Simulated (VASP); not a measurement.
Input of a VASP 6.6.1 run:

Contents of INCAR:

```
PREC     = Accurate       # precision mode
ENCUT    = 520            # plane-wave cutoff, eV
EDIFF    = 1E-6           # SCF threshold, eV
ISMEAR   = 1              # smearing method
SIGMA    = 0.1            # smearing width, eV
LREAL    = False          # projectors in reciprocal space
LASPH    = True           # aspherical terms in the spheres
NELM     = 120            # most SCF steps
ALGO     = Normal         # electronic algorithm
ISIF     = 2              # what is computed and relaxed
LWAVE    = False          # write WAVECAR
LCHARG   = False          # write CHGCAR
LDIPOL   = True         
IDIPOL   = 3            
DIPOL    = 0.5 0.5 0.500
GGA      = PE             # functional
IBRION   = 2              # ionic algorithm
NSW      = 90             # ionic steps
EDIFFG   = -0.02          # ionic threshold
```

File KPOINTS:

```
regular mesh
0
Gamma
  12 12 1
```

The input POSCAR:

```
W
1.0
    2.8655568500      0.0000000000      0.0000000000
   -0.9551856200      2.7016728600      0.0000000000
    0.0000000000      0.0000000000     24.1867782300
W
3
Direct
    0.0000000000      0.0000000000      0.4109571000
    0.5000000000      0.5000000000      0.5000000000
    0.0000000000      0.0000000000      0.5890429000
```

Potentials or basis: VASP PAW PBE potentials, release 64 (W_sv).

The run is started by

```console
$ cat potpaw_PBE.64/W_sv/POTCAR > POTCAR
$ mpirun -np 1 vasp_std > vasp.out
```

**Question.** Estimate the energy gained by relaxing.

**Answer.** 10.0 meV/atom.

**Question.** What does it give for the band gap on the k mesh?

**Answer.** None (metal or under the smearing width).

Forces in eV/Å, atoms in the order of the input:
```
W    0.000  0.000  0.008
W    0.000  0.000  0.000
W    0.000  0.000 -0.008
```

Spin-orbit coupling is left out, which matters for the levels of W.
